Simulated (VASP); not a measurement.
**InSb in VASP 6.6.1, single-point calculation**

INCAR

```
NELM = 77
EDIFF = 1E-7
ENCUT = 520
NSW = 0
PREC = Single
LASPH = .TRUE.
LWAVE = .FALSE.
NBANDS = 16
ISMEAR = -1
SIGMA = 0.02
IBRION = -1
LREAL = .FALSE.
ISIF = 2
LCHARG = .FALSE.
GGA = PS
```

KPOINTS

```
KPOINTS created by Atomic Simulation Environment
0
Gamma
8 8 8
0 0 0
```

POSCAR

```
In Sb
 1.0000000000000000
     3.7689761793755929    0.0000000000000000    0.0000000000000000
     0.0000000000000000    3.7689761793755929    0.0000000000000000
     0.0000000000000000    0.0000000000000000    3.7689761793755929
 In  Sb
   1   1
Cartesian
  0.0000000000000000  0.0000000000000000  0.0000000000000000
  1.8844880896877965  1.8844880896877965  1.8844880896877965
```

The recommended PBE PAW datasets give the neutral cell 18 valence electrons.

Command

```
mpirun -np 1 vasp_std
```

OSZICAR

```
N       E                     dE             d eps       ncg     rms          rms(c)
DAV:   1     0.106733389705E+03    0.10673E+03   -0.80808E+03  1120   0.118E+03
DAV:   2    -0.129504483763E+01   -0.10803E+03   -0.10495E+03  1312   0.286E+02
DAV:   3    -0.725054365831E+01   -0.59555E+01   -0.58644E+01  1392   0.661E+01
DAV:   4    -0.739835283395E+01   -0.14781E+00   -0.14775E+00  1504   0.112E+01
DAV:   5    -0.740509939462E+01   -0.67466E-02   -0.67465E-02  1608   0.201E+00    0.271E+00
DAV:   6    -0.736114326852E+01    0.43956E-01   -0.72906E-02  1464   0.476E+00    0.148E+00
DAV:   7    -0.735301660636E+01    0.81267E-02   -0.20867E-02  1528   0.201E+00    0.330E-01
DAV:   8    -0.735218973012E+01    0.82688E-03   -0.18554E-03  1456   0.595E-01    0.954E-02
DAV:   9    -0.735217571335E+01    0.14017E-04   -0.12500E-04  1648   0.968E-02    0.393E-02
DAV:  10    -0.735217363340E+01    0.20799E-05   -0.53082E-06  1504   0.213E-02    0.153E-02
DAV:  11    -0.735217333988E+01    0.29352E-06   -0.71257E-07  1560   0.123E-02    0.545E-03
DAV:  12    -0.735217319326E+01    0.14662E-06   -0.67631E-08   808   0.387E-03    0.146E-03
DAV:  13    -0.735217316336E+01    0.29902E-07   -0.52494E-09   808   0.709E-04
   1 F= -.73521732E+01 E0= -.73516261E+01  d E =-.109413E-02
```

From OUTCAR

```
k-points           NKPTS =     35   k-points in BZ     NKDIM =     35   number of bands    NBANDS=     16

   NELECT =      18.0000    total number of electrons

   dimension x,y,z NGX =    28 NGY =   28 NGZ =   28
   dimension x,y,z NGXF=    28 NGYF=   28 NGZF=   28

  energy-cutoff  :      520.00
  volume of cell :       53.54
      direct lattice vectors                 reciprocal lattice vectors
     3.768976179  0.000000000  0.000000000     0.265324044  0.000000000  0.000000000
     0.000000000  3.768976179  0.000000000     0.000000000  0.265324044  0.000000000
     0.000000000  0.000000000  3.768976179     0.000000000  0.000000000  0.265324044

 k-points in reciprocal lattice and weights: KPOINTS created by Atomic Simulation Env
   0.00000000  0.00000000  0.00000000       0.002
   0.12500000  0.00000000  0.00000000       0.012
   0.25000000  0.00000000  0.00000000       0.012
   0.37500000  0.00000000  0.00000000       0.012
   0.50000000  0.00000000  0.00000000       0.006
   0.12500000  0.12500000  0.00000000       0.023
   0.25000000  0.12500000  0.00000000       0.047
   0.37500000  0.12500000  0.00000000       0.047
   ...

 E-fermi :   7.6171

 k-point     1 :       0.0000    0.0000    0.0000
  band No.  band energies     occupation
      1      -6.8066      2.00000
      2      -6.8066      2.00000
      3      -6.6893      2.00000
      4      -6.6893      2.00000
      5      -6.6893      2.00000
      6      -3.8727      2.00000
      7       5.5890      2.00000
      8       6.9914      2.00000
      9       6.9914      2.00000
     10       6.9914      2.00000
     11      11.7268      0.00000
     12      11.7268      0.00000
     13      16.1150      0.00000
     14      16.1150      0.00000
     15      16.1150      0.00000
     16      19.9018      0.00000

 k-point     2 :       0.1250    0.0000    0.0000
  band No.  band energies     occupation
      1      -6.8054      2.00000
      2      -6.7906      2.00000
      3      -6.6968      2.00000
      4      -6.6968      2.00000
      5      -6.6889      2.00000
      6      -3.7198      2.00000
      7       4.4733      2.00000
      8       7.1715      2.00000
      9       7.1715      2.00000
     10       7.4830      1.99755
     11      11.8508      0.00000
     12      12.7462      0.00000
     13      15.2222      0.00000
     14      15.3539      0.00000
     15      15.3539      0.00000
     16      18.6174      0.00000

 k-point     3 :       0.2500    0.0000    0.0000
  band No.  band energies     occupation
      1      -6.8025      2.00000
      2      -6.7526      2.00000
      3      -6.7147      2.00000
      4      -6.7147      2.00000
      5      -6.6880      2.00000
      6      -3.2769      2.00000
      7       2.7263      2.00000
      8       7.6880      0.05622
      9       7.6880      0.05622
     10       8.1274      0.00000
     11      12.2179      0.00000
     12      13.1718      0.00000
     13      13.7875      0.00000
     14      13.7875      0.00000
     15      15.4880      0.00000
     16      16.8671      0.00000

 ...

  Total       -0.6084267     -0.6084267     -0.6084267      0.0000000      0.0000000     -0.0000000
  in kB      -18.2074310    -18.2074310    -18.2074310      0.0000000      0.0000000     -0.0000000
  external PRESSURE =     -18.2074310 kB  Pullay stress =       0.0000000 kB

 POSITION                                       TOTAL-FORCE (eV/Angst)
 -----------------------------------------------------------------------------------
      0.00000      0.00000      0.00000         0.000000      0.000000      0.000000
      1.88449      1.88449      1.88449         0.000000      0.000000      0.000000
 -----------------------------------------------------------------------------------
    total drift:                               -0.000000     -0.000000     -0.000000

  FREE ENERGIE OF THE ION-ELECTRON SYSTEM (eV)
  ---------------------------------------------------
  free  energy   TOTEN  =        -7.3521731634 eV

  energy  without entropy=       -7.3510790377  energy(sigma->0) =       -7.35162610
```

It converged. Results: gap between bands v and c on the k mesh -3.42 eV (bands overlap: a metal); least direct gap on the k mesh 0.00 eV; pressure -1.8 GPa. Band v is the last that the valence electrons fill when counted band by band, and c is the next.

For comparison, a separate PBEsol run of the intended cell, on usual settings and not on those above, gives a gap of -3.42 eV on its mesh and a pressure of -1.8 GPa.

The run above took about 21 s on one core of a shared host (Intel Xeon Platinum 8488C) and held 0.14 GiB at most.
